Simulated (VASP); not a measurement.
MnSb:

```xyz
2
Lattice="3.8998 0.0000 0.0000 0.0000 3.8998 0.0000 0.0000 0.0000 3.0617" Properties=species:S:1:pos:R:3 pbc="T T T"
Mn    0.0000    0.0000    1.5309
Sb    1.9499    1.9499    1.5309
```

The cell was built by a generator and needn't be a form met in nature.

- Program: VASP 6.6.1
- Task: single point
- Functional: PBE
- Potentials or basis: VASP PAW PBE potentials, release 64 (Mn_pv, Sb)
- Cutoff: 520 eV
- k mesh: 7 × 7 × 9
- Occupations: fermi-dirac, width 0.05 eV
- Spin: collinear spin, ferromagnetic start
- Starting moments: [4.0, 0.0] μB

On this cell: pressure -0.5 GPa; largest force under 0.003 eV/Å; net moment 3.81 μB per cell; site moments Mn +3.67; Sb -0.08 μB; band gap on the k mesh none (metal or under the smearing width).

The same run follows on a disturbed copy (atoms moved at random, drawn with an rms of 0.05 Å):

```
CELL_PARAMETERS angstrom
3.89985 0.00000 0.00000
0.00000 3.89985 0.00000
0.00000 0.00000 3.06175
ATOMIC_POSITIONS crystal
Mn 0.98800 0.01310 0.49770
Sb 0.50441 0.49393 0.50189
```

Problem. What does the disturbed cell give?

Solution. The energy (extrapolated to zero smearing) moves by +12.0 meV/atom; pressure -0.2 GPa; largest force 0.501 eV/Å; net moment 3.81 μB per cell; site moments Mn +3.67; Sb -0.08 μB; band gap on the k mesh none (metal or under the smearing width).

Forces in eV/Å, atoms in the order of the input:
```
Mn   0.327 -0.379 -0.006
Sb  -0.327  0.379  0.006
```

Stress tensor (GPa, compression positive):
```
 0.03 -0.51 -0.02
-0.51 -0.02  0.02
-0.02  0.02 -0.56
```

Caveats: a cell with one magnetic atom can't hold antiferromagnetic order, which such compounds often take.
